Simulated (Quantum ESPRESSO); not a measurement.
Runs of Quantum ESPRESSO 7.5 on AgCl (Chlorargyrite). The structure is cubic, space group Fm-3m (No. 225). The conventional cell has a = 5.470 Å, b = 5.470 Å, c = 5.470 Å, α = 90.00°, β = 90.00°, γ = 90.00°. Ag (site symmetry m-3m) has 6 Cl at 2.73 Å as nearest neighbours. Cl (site symmetry m-3m) is surrounded by 6 Ag at 2.73 Å. 

```csv
level,k mesh,symmetry,SCF threshold,form of the LDA correlation,gap on the mesh (eV),pressure (GPa)
SCAN,6 × 6 × 6,off,1e-08 Ry,-,1.35,2.2
r2SCAN,6 × 6 × 6,off,1e-08 Ry,-,1.40,2.4
optB88-vdW,8 × 8 × 8,-,4e-10 Ry,-,(b),3.0
PBEsol,8 × 8 × 8,-,4e-10 Ry,-,0.71,-0.4
LDA,8 × 8 × 8,-,4e-10 Ry,PZ81,0.52,-3.5
AM05,8 × 8 × 8,-,4e-10 Ry,-,0.78,0.7
TPSS,6 × 6 × 6,off,1e-08 Ry,-,1.03,(a)
RPBE,8 × 8 × 8,-,4e-10 Ry,-,1.17,7.5
TASK,6 × 6 × 6,off,1e-08 Ry,-,2.28,11.2
PBE,8 × 8 × 8,-,4e-10 Ry,-,0.96,4.2
```

Alike in all rows: task band structure; potentials or basis SG15 PBE 1.2; no spin polarisation; cell as given; cutoff (eV) 952; smearing fermi-dirac 0.05 eV.

Q: Fill in the values left out.

A: (a) 3.1; (b) 0.99.

Caveats: this potential file gives levels or pressures that part from those of other sets; the potentials were made for another functional, which shifts forces and pressure (some runs).

A k mesh can miss the band edges, and the runs leave out spin-orbit coupling on Ag.
